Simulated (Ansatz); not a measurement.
The calculation used DFT PBE, scalar-relativistic, plane waves, PAW in Ansatz 0.2.0. All cells share a 420 eV cutoff and Γ-centred k meshes spaced at most about 0.3 Å⁻¹ (about 0.25 or finer for metals, 2π included). Spin is collinear in cells that carry moments; the others ran without spin or lost their moments.

These are static total energies at zero pressure.

Question: Which of these relaxed structures of Ti₃Se is the lowest in energy?
A.
(parallel moments up to 0.3 μB)
Space group I4/mmm (No. 139). a = 3.848 Å, b = 3.848 Å, c = 8.800 Å, α = 90.00°, β = 90.00°, γ = 90.00°
| atom | site | symmetry | x | y | z |
| --- | --- | --- | --- | --- | --- |
| Ti | 2b | 4/mmm | 0.5000 | 0.5000 | 0.0000 |
| Ti | 4d | -4m2 | 0.5000 | 0.0000 | 0.2500 |
| Se | 2a | 4/mmm | 0.0000 | 0.0000 | 0.0000 |

B.
(no moments)
Space group Fm-3m (No. 225). a = 6.348 Å, b = 6.348 Å, c = 6.348 Å, α = 90.00°, β = 90.00°, γ = 90.00°
```csv
atom,site,symmetry,x,y,z
Ti,8c,-43m,0.2500,0.7500,0.7500
Ti,4b,m-3m,0.5000,0.0000,0.0000
Se,4a,m-3m,0.0000,0.0000,0.0000
```

Answer: A. The other, B, lies 226 meV/atom higher. Forms: A I4/mmm; B BiF3 (D0_3) type, Fm-3m. Counting Ti atoms around Se (those within 1.25 times the shortest such distance or 1.15 times the sum of covalent radii; a plus sign parts nearer from farther groups): A has Se 12; B has Se 8+6. Both come from invented guesses. The lowest form computed isn't among them: it has space group P4/mmm (No. 123), 16.3 Å³/atom and lies 186 meV/atom below the best shown.

Another magnetic order may lie lower. Cells relaxed within their symmetry can be saddle points. Some types were kept out of the candidates beforehand, so the set may lack a known form.
